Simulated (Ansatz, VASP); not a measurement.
One calculation of Hg, two programs

```
Hg
1.0
     3.32056    0.00000    0.00000
    -1.47214    3.07613    0.00000
     0.00000    0.00000   23.12061
Hg
4
Direct
  0.48999 0.45424 0.32439
  0.06819 0.86510 0.44214
  0.40177 0.49761 0.55786
  0.97998 0.90848 0.67561
```

Alike in both runs: task single point; functional PBE; k mesh 9 × 9 × 1; occupations fermi-dirac, width 0.05 eV; no spin polarisation.

|  | VASP | Ansatz |
| --- | --- | --- |
| version | VASP 6.6.1 | Ansatz 0.2.0 |
| potentials or method | VASP PAW PBE potentials, release 64 (Hg) | Ansatz PAW |
| plane-wave cutoff (eV) | 520 | 420 |
| valence electrons in the cell | 48 | 80 |

```csv
,VASP,Ansatz,Ansatz less VASP
gap on the k mesh at the Fermi level (eV),0.27,0.26,-0.008
least direct gap on the mesh (eV),0.71,0.70,-0.010
rms of the force components (eV/Å),0.057,0.052,-0.0052
"vacuum level over the valence band edge, face that differs most (eV)",4.55,4.54,-0.004
```

Atom by atom the forces differ by 0.006 eV/Å (rms over components). The two sets of potentials don't hold the same shells in valence.

Caveats: spin-orbit coupling is left out, which moves the levels of the heavy elements; odd divisions of the mesh miss points on the zone boundary, where band edges often lie, so the gap on the mesh can be too wide (Ansatz).
